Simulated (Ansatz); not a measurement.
A trial structure of Ge2N was built thus: random cell by space group and Wyckoff sites (Cmcm, No. 63). Its size is a rough estimate.

```
Ge N
1.0
     2.89907   -2.56076    0.00000
     2.89907    2.56076    0.00000
     0.00000    0.00000    3.62540
Ge N
4 2
Direct
  0.69051 0.69051 0.00000
  0.30949 0.30949 0.50000
  0.30949 0.30949 0.00000
  0.69051 0.69051 0.50000
  0.95929 0.04071 0.25000
  0.04071 0.95929 0.75000
```

Level of theory: DFT PBE, scalar-relativistic, plane waves, PAW in Ansatz 0.2.0. Cutoff 420 eV, Gaussian smearing, Γ-centred meshes. Cell and atoms relax first on a coarse mesh and then on a finer one. In between, the cell is made exact in the group found at 0.06 Å. In metals the finer mesh still leaves noise of several meV/atom or more. The steps can't lower the symmetry of their start. No spin polarisation.

A guess keeps its type if space group and coordination stay and the shape of the cell changes little (axis ratios within about 15 %, angles within 6°); the volume may change.

Q: Does it keep its structure type, or change into something else?

A: It doesn't keep its type. The symmetry goes from Cmcm (No. 63) to Cmmm (No. 65), and the primitive cell from 6 to 3 atoms. The volume per atom grows by 104.6 %, from 9.0 to 18.4 Å³. The shortest distance goes from 1.81 Å (Ge–Ge) to 2.02 Å (Ge–N). Counting neighbours within 15 % of an atom's shortest distance, the start has Ge 4, N 6 and the end Ge 2, N 4. In detail, at the end Ge is surrounded by 2 N at 2.02 Å; N is surrounded by 4 Ge at 2.02 Å.

```
CELL_PARAMETERS angstrom
2.65490 -3.63339 0.00000
2.65490 3.63339 0.00000
0.00000 0.00000 2.85498
ATOMIC_POSITIONS crystal
Ge 0.19741 0.80259 0.00000
Ge 0.80259 0.19741 0.00000
N 0.00000 0.00000 0.50000
```

The last run used a 12×12×16 mesh (in the run's order of axes) for its 3-atom cell and Gaussian smearing of 0.10 eV. An odd number of electrons in the primitive cell allows no gap without spin; a larger cell or a magnetic state could open one. Symmetry constrained the relaxation, so the result can be a saddle point.
